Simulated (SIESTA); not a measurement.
# Convergence study of the k-point mesh for LaAlO3 (P4mm, 5 atoms in the cell)

```yaml
crystal:
  lattice:
    - [3.82905, 0.00000, 0.00000]
    - [0.00000, 3.82905, 0.00000]
    - [0.00000, 0.00000, 3.82905]
  atoms:
    - { symbol: La, position: [0.00000, 0.00000, 0.01306] }
    - { symbol: Al, position: [0.50000, 0.50000, 0.50000] }
    - { symbol: O, position: [0.50000, 0.00000, 0.50000] }
    - { symbol: O, position: [0.00000, 0.50000, 0.50000] }
    - { symbol: O, position: [0.50000, 0.50000, 0.00000] }
```

Computed with GGA PBE, numerical atomic orbitals DZP, PseudoDojo PBE standard norm-conserving potentials (rewritten from UPF to PSML) run with SIESTA 5.4.2.

Base settings: XC.functional = GGA; XC.authors = PBE; potentials = PseudoDojo PBE standard; PAO.BasisSize = DZP; PAO.EnergyShift = 0.01 Ry; MeshCutoff = 300 Ry; kgrid.MonkhorstPack = 3 3 3; OccupationFunction = FD; ElectronicTemperature = 20 meV; MaxSCFIterations = 150.

The second cell is the first with its lattice scaled by 0.98.

Only quantities that move along the ladder and can be compared are tabulated.

Core times come from one kind of shared machine, to one figure; runs under 30 s give none.

The starting cell has typed, rounded lattice constants, without a prior relaxation at this level. Its lattice was rescaled by up to half a per cent. One atom was moved a little off its site on purpose. Values carry the incompleteness of an atom-centred basis.

```tsv
kgrid.MonkhorstPack	free energy less the last step's (meV/atom)	energy of the compressed cell less the first (meV/atom)	pressure (GPa)	largest difference of a force vector from the last step's (eV/Å)	gap on the mesh (eV)	core time / last (rough)
2 2 2	70.71	27.97	0.24	0.146	2.764	0.1
3 3 3	4.78	21.11	-1.16	0.012	3.208	0.1
4 4 4	0.92	21.71	-1.00	0.004	2.934	0.2
5 5 5	0.04	21.47	-1.06	0.000	3.080	0.1
6 6 6	0.04	21.45	-1.07	0.000	2.936	0.1
7 7 7	0.01	21.43	-1.07	0.000	3.012	0.2
8 8 8	0.01	21.42	-1.07	0.000	2.937	0.3
9 9 9	0.00	21.42	-1.08	0.000	2.984	0.2
10 10 10	0.00	21.43	-1.07	0.000	2.937	0.4
11 11 11	0.00	21.43	-1.07	0.000	2.969	0.3
12 12 12	0.00	21.43	-1.07	0.000	2.937	0.5
15 15 15	0.00	21.43	-1.07	0.000	2.955	0.5
19 19 19	0.00	21.43	-1.07	0.000	2.949	1
```

Coarsest kgrid.MonkhorstPack that holds the pressure within 0.1 GPa of the last step, with all finer ones: 3 3 3, at about 0.1 of the last step's time; the step before is off by 1.3 GPa.

Coarsest kgrid.MonkhorstPack that holds the forces within 0.02 eV/Å of the last step, with all finer ones: 3 3 3, at about 0.1 of the last step's time; the step before is off by 0.15 eV/Å.

The energy difference between the two cells stays within 1 meV/atom of the last step's from 3 3 3 on, the total only from 4 4 4 on: much of the error is common to both cells and cancels.

The gap on the mesh jumps up and down from mesh to mesh; it is no smooth measure of convergence.
